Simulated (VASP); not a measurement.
The system is GaP.

```xyz
2
Lattice="0.0000 2.7184 2.7184 2.7184 0.0000 2.7184 2.7184 2.7184 0.0000" Properties=species:S:1:pos:R:3 pbc="T T T"
Ga    0.0000    0.0000    0.0000
P     1.3592    1.3592    1.3592
```

Base run:

| Item | Value |
| --- | --- |
| Program | VASP 6.6.1 |
| Functional | PBE0 |
| Potentials or basis | VASP PAW PBE potentials, release 64 (Ga_d, P) |
| Cutoff | 520 eV |
| k mesh | 6 × 6 × 6 |
| Occupations | gaussian, width 0.03 eV |
| Spin | no spin polarisation |

Its results: band gap on the k mesh 2.95 eV, indirect (least direct gap 3.52 eV); pressure 1.0 GPa.

Task: The run is repeated on the same cell with these changes: functional from PBE0 to HSE06. What comes out?

Result: Band gap on the k mesh 2.29 eV, indirect (least direct gap 2.88 eV); pressure 1.2 GPa.

Caveats: the PAW data sets were made with another functional, which shifts forces and pressure a little.
